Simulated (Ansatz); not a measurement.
SiO2 built on the rutile prototype: a single-point calculation in Ansatz 0.2.0 (PBE0). The cell was relaxed beforehand with r2SCAN.

Input file:
```yaml
crystal:
  lattice:
    - [4.1851888049, 0.0, 0.0]
    - [0.0, 4.1851888049, 0.0]
    - [0.0, 0.0, 2.6688398925]
  atoms:
    - { symbol: Si, position: [0.0, 0.0, 0.0] }
    - { symbol: Si, position: [0.5, 0.5, 0.5] }
    - { symbol: O, position: [0.3061010091, 0.3061010091, 0.0] }
    - { symbol: O, position: [0.1938989909, 0.8061010091, 0.5] }
    - { symbol: O, position: [0.8061010091, 0.1938989909, 0.5] }
    - { symbol: O, position: [0.6938989909, 0.6938989909, 0.0] }
kpoints:
  mp_grid: { grid: [4, 4, 6] }
  band_path:
    path:
      - [0.0, 0.0, 0.0]
      - [0.0, 0.5, 0.0]
      - [0.5, 0.5, 0.0]
      - [0.0, 0.0, 0.5]
      - [0.0, 0.5, 0.5]
      - [0.5, 0.5, 0.5]
    npoints: 1
hamiltonian:
  xc: pbe0
scf:
  occupations: { method: fixed }
  n_extra_bands: 5
output:
  forces: true
  stress: true
  eigenvalues: true
```

Run as `ansatz run input.yaml --threads 4 --pin off --max-ram 7372MiB --backend cpu --events-out ev --progress --plain --runs-dir out`.

Question: It ran on 4 threads of Intel(R) Xeon(R) Platinum 8259CL CPU @ 2.50GHz (Skylake/Cascade Lake), with other jobs on the host. About how long did it take, and how much host memory at the peak?

Answer: About 35 s, with a peak of 1 GiB.

Abridged output:
```
Pseudopotential: Si, paw, valence charge 4, recommended cutoff 420 eV (normal)
Pseudopotential: O, paw, valence charge 6, recommended cutoff 420 eV (normal)
Functional definition: PBE0
Crystal: 6 atoms, lattice volume = 46.747 Å³
Basis set: ecut = 420 eV, 913 PW (Γ)
Bands: 21, of which v1, the nominal top of the filled ones, is band 16 counted from 1 (15 counted from 0)
Symmetry: 16 space group operations
Space group: P42/mnm (ITA 136)
k-points: 24 of 96
preconditioner: auto → none  [insulator: Δε(μ)=8.447 eV  ℏωp=30.7 eV]
hybrid outer 1: dexx = +1.389e-2 eV, tail = 2.10e-5 eV
hybrid outer 2: dexx = +3.536e-7 eV, tail = 1.74e-8 eV, Δε = 2.48e-3 eV, ΔF = 1.64e-3 eV/Å
NSCF: frozen V_eff on 6 k-points
hybrid SCF converged: 2 outer / 9 inner (+2 warm-up)
Free energy (F): -3548.546256 eV
Fermi energy:    8.742713 eV
--- Forces (eV/Å), atoms counted from 1 ---
  atom   1  Si      0.00000      0.00000      0.00000
  atom   2  Si      0.00000      0.00000      0.00000
  atom   3  O       0.04345      0.04345      0.00000
  atom   4  O     -0.04345      0.04345      0.00000
  atom   5  O       0.04345    -0.04345      0.00000
  atom   6  O     -0.04345    -0.04345      0.00000
--- Stress (GPa, compression-positive) ---
       -1.647705       0.000000       0.000000
        0.000000      -1.647705       0.000000
        0.000000       0.000000      -2.527523
  P = ⅓ Tr σ = -1.9410 GPa (-19.410 kbar)
```

Levels at the listed points, from bands.tsv (eV from the Fermi energy, bands near the gap, counted from 0):
```tsv
# k_distance	band_11	band_12	band_13	band_14	band_15	band_16	band_17	band_18	band_19
# fermi_ev = 8.742713
# [0, 0, 0] at k_distance = 0.000000
# [0, 0.5, 0] at k_distance = 0.750645
# [0.5, 0.5, 0] at k_distance = 1.501291
# [0, 0, 0.5] at k_distance = 3.086406
# [0, 0.5, 0.5] at k_distance = 3.837052
# [0.5, 0.5, 0.5] at k_distance = 4.587697
# levels_relative_to = fermi_ev
0.000	-3.064	-2.407	-0.821	-0.821	0.000	8.431	9.512	11.393	11.393
0.751	-4.018	-2.588	-2.588	-1.085	-1.085	10.677	10.677	11.996	11.996
1.501	-3.203	-2.707	-2.707	-2.425	-2.425	10.359	10.359	13.062	13.062
3.086	-4.624	-3.244	-3.244	-2.836	-2.836	12.160	12.160	15.735	15.735
3.837	-4.057	-2.271	-2.271	-1.853	-1.853	11.774	11.774	12.838	12.838
4.588	-4.477	-1.806	-1.806	-1.660	-1.660	10.093	10.093	13.946	13.946
```
In order the rows are Γ, X, M, Z, R, A.

With PBE0 the gap is 8.43 eV and direct, at Γ. The mean pressure at these positions is -1.9 GPa, compression counted positive. (The program warns that its thresholds are loose for a hybrid's stress.) The largest force is 0.06 eV/Å.

Calculated for a static, non-magnetic cell.

The meshes of the hybrids are coarse, so their gaps aren't converged to the digits shown.
